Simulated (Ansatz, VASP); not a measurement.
**One calculation of BP, two programs**

File INCAR:

```
PREC = Accurate
ENCUT = 520
EDIFF = 1E-6
ISMEAR = 0
SIGMA = 0.02
LREAL = F
LASPH = T
NELM = 60
ALGO = Normal
ISIF = 2
LWAVE = F
LCHARG = F
GGA = PE
NBANDS = 11
```

The input KPOINTS:

```
regular mesh
0
Gamma
  10 10 10
```

File POSCAR:

```
BP
1.0
    3.2088505700      0.0000000000      0.0000000000
    1.6044252850      2.7789461106      0.0000000000
    1.6044252850      0.9263153702      2.6200155191
P B
1 1
Direct
    0.7500000000      0.7500000000      0.7500000000
    0.0000000000      0.0000000000      0.0000000000
```

Contents of input.yaml:

```yaml
crystal:
  lattice:
    - [3.20885057, 0.0, 0.0]
    - [1.604425285, 2.7789461106, 0.0]
    - [1.604425285, 0.9263153702, 2.6200155191]
  atoms:
    - { symbol: P, position: [0.75, 0.75, 0.75] }
    - { symbol: B, position: [0.0, 0.0, 0.0] }
kpoints:
  mp_grid: { grid: [10, 10, 10] }
scf:
  occupations: { method: gaussian, width: 0.02 }
hamiltonian:
  xc: pbe
  pseudopotentials: { kind: all_electron, lapw: { basis_error: 0.001 } }
output:
  forces: true
  stress: true
  eigenvalues: true
```

Alike in both runs: task single point; functional PBE; k mesh 10 × 10 × 10; occupations gaussian, width 0.02 eV; no spin polarisation.

```csv
,VASP,Ansatz
version,VASP 6.6.1,Ansatz 0.2.0
potentials or method,"VASP PAW PBE potentials, release 64 (P, B)","all-electron LAPW, scalar-relativistic"
plane-wave cutoff (eV),520,see its input
```

VASP gave:

* gap on the k mesh at the Fermi level (eV): 1.24
* least direct gap on the mesh (eV): 3.40
* pressure (GPa): 0.9

**Question.** Estimate Ansatz's values.

**Answer.** gap on the k mesh at the Fermi level (eV): 1.25; least direct gap on the mesh (eV): 3.41; pressure (GPa): 1.1.

Ansatz ran all-electron here, so the differences hold the error of VASP's frozen core and of both bases.

A k mesh can miss the band edges.
